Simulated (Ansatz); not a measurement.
Clean, relaxed (111) surface of Hf, space group Fm-3m (No. 225) (top face towards +c; atoms held fixed, by place in the list: 1):

```
Hf
1.0
     3.12407    0.00000    0.00000
    -1.56203    2.70552    0.00000
     0.00000    0.00000   22.10158
Hf
3
Direct
  0.66667 0.33333 0.38459
  0.33333 0.66667 0.49413
  0.00000 0.00000 0.60368
```

All numbers below come from DFT PBEsol, scalar-relativistic, plane waves, PAW in Ansatz. Cutoff 420 eV; k points 9×9×1 on the computed 3-atom cell (Γ-centred); Gaussian smearing, width 0.10 eV; no spin polarisation. The cell repeats along c with a dipole correction in the vacuum.

The adsorption energy is E(slab + adsorbate) − E(slab) − E(free adsorbate, spin-polarised where open-shell). With the adsorbate the cell is lengthened along c to keep the vacuum.

**Question.** H (atom) is put at the hollow (Hf-Hf-Hf) at (0.33, 0.67) site, one adsorbate per 8.5 Å². What structure does it relax to?

**Answer.** E_ads = -3.54 eV. Contacts: H–Hf 2.10 Å.

```
Hf H
1.0
     3.12407    0.00000    0.00000
    -1.56203    2.70552    0.00000
     0.00000    0.00000   24.10158
Hf H
3 1
Direct
  0.66667 0.33333 0.35267
  0.33333 0.66667 0.45242
  0.00000 0.00000 0.55633
  0.33333 0.66667 0.60082
```

Each end is the local minimum or symmetric point that its start leads to. This isn't the usual crystal structure of Hf. The slab is only 5.1 Å thick, so the energies aren't converged with thickness.

For at least one of the starts the bottom face's work function also shifts by over 0.1 eV: the slab is too thin to screen the adsorbate, so the work functions aren't converged with thickness.

The adsorbed runs have no spin polarisation, so weakly bound open-shell ends lie too high.